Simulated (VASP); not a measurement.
Wanted: the native input for a VASP 6.6.1 run.

| Item | Value |
| --- | --- |
| Task | relaxation of cell and atoms |
| Functional | BLYP |
| Potentials or basis | VASP PAW PBE potentials, release 64 (Sn_d, O) |
| Cutoff | 600 eV |
| k mesh | 9 × 6 × 5 |
| Occupations | fermi-dirac, width 0.05 eV |
| Spin | no spin polarisation |
| Further INCAR settings | ALGO = Normal; EDIFF = 1e-06; IBRION = 2; EDIFFG = -0.01; NSW = 60; ISIF = 3 |

The structure of SnO2 lies in POSCAR:

```
SnO2
1.0
    3.0232700000      0.0000000000      0.0000000000
    0.0000000000      4.9646800000      0.0000000000
    0.0000000000      0.0000000000      5.9769600000
Sn O
1 2
Direct
    0.5000000000      0.5000000000      0.0000000000
    0.0000000000      0.5000000000      0.7757200000
    0.0000000000      0.5000000000      0.2242800000
```

The cell was built by a generator and needn't be a form met in nature.

One way to write it, as run:

INCAR

```
SYSTEM = SnO2
PREC     = Accurate       ! precision mode
ENCUT    = 600            ! plane-wave cutoff, eV
EDIFF    = 1E-6           ! SCF threshold, eV
ISMEAR   = -1             ! smearing method
SIGMA    = 0.05           ! smearing width, eV
LREAL    = .False.        ! projectors in reciprocal space
LASPH    = .True.         ! aspherical terms in the spheres
NELM     = 80             ! most SCF steps
ALGO     = Normal         ! electronic algorithm
ISIF     = 3              ! what is computed and relaxed
LWAVE    = .False.        ! write WAVECAR
LCHARG   = .False.        ! write CHGCAR
GGA      = B5             ! functional
ALDAX    = 1.0          
AGGAX    = 1.0          
AGGAC    = 1.0          
ALDAC    = 0.0          
IBRION   = 2              ! ionic algorithm
NSW      = 60             ! ionic steps
EDIFFG   = -0.01          ! ionic threshold
```

KPOINTS

```
Automatic mesh
0
Gamma
  9 6 5
  0 0 0
```

Potentials or basis: VASP PAW PBE potentials, release 64 (Sn_d, O).

Run with:

```bash
$ cat potpaw_PBE.64/Sn_d/POTCAR potpaw_PBE.64/O/POTCAR > POTCAR
$ mpirun -np 1 vasp_std > vasp.out
```

Results of the run:

The relaxed volume is 38.64 Å³/atom and the relaxed cell is a = 3.074 Å, b = 5.710 Å, c = 6.604 Å, α = 90.00°, β = 90.00°, γ = 90.00°. The space group after relaxing (to 0.05 Å) is Pmmm (No. 47). The energy gained by relaxing is 24.1 meV/atom and the ionic steps are 43. The pressure after relaxing is 0.0 GPa and the band gap on the k mesh is 1.53 eV, indirect (least direct gap 2.00 eV).

Caveat: the volume moved by over 15 % at a fixed basis, so the end points are rough; the PAW data sets were made with another functional, which shifts forces and pressure a little; spin-orbit coupling is left out, which moves the levels of the heavy elements; an odd mesh through Γ misses points on the zone boundary, where band edges often lie.

It took 21 min on 1 thread of Intel(R) Xeon(R) 6975P-C (Granite Rapids), on a shared host, peak memory 0.28 GiB.
